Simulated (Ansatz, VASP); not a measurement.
## Two plane-wave programs on MgO

```
Mg O
1.0
     3.17120    0.00000    0.00000
    -1.58560    2.74634    0.00000
     0.00000    0.00000   10.51390
Mg O
4 4
Direct
  0.33333 0.66667 0.96949
  0.00000 0.00000 0.22082
  0.00000 0.00000 0.72082
  0.66667 0.33333 0.46949
  0.33333 0.66667 0.78004
  0.00000 0.00000 0.52964
  0.00000 0.00000 0.02964
  0.66667 0.33333 0.28004
```

Alike in both runs: task single point; functional PBE; k mesh 9 × 9 × 2; occupations gaussian, width 0.05 eV; no spin polarisation.

|  | VASP | Ansatz |
| --- | --- | --- |
| version | VASP 6.6.1 | Ansatz 0.2.0 |
| potentials or method | VASP PAW PBE potentials, release 64 (Mg, O) | scalar-relativistic, plane waves, PAW |
| plane-wave cutoff (eV) | 520 | 520 |
| valence electrons in the cell | 32 | 64 |

|  | VASP | Ansatz | Ansatz less VASP |
| --- | --- | --- | --- |
| gap on the k mesh at the Fermi level (eV) | 3.90 | 3.92 | +0.017 |
| least direct gap on the mesh (eV) | 3.90 | 3.92 | +0.017 |
| pressure (GPa) | 8.9 | 9.2 | +0.36 |
| largest component of the traceless stress (GPa) | 6.15 | 6.07 | -0.083 |
| rms of the force components (eV/Å) | 0.197 | 0.194 | -0.0031 |

Atom by atom the forces differ by 0.003 eV/Å (rms over components). The two sets of potentials don't hold the same shells in valence.

A hybrid or GW would open this gap; PBE tends to underestimate it.
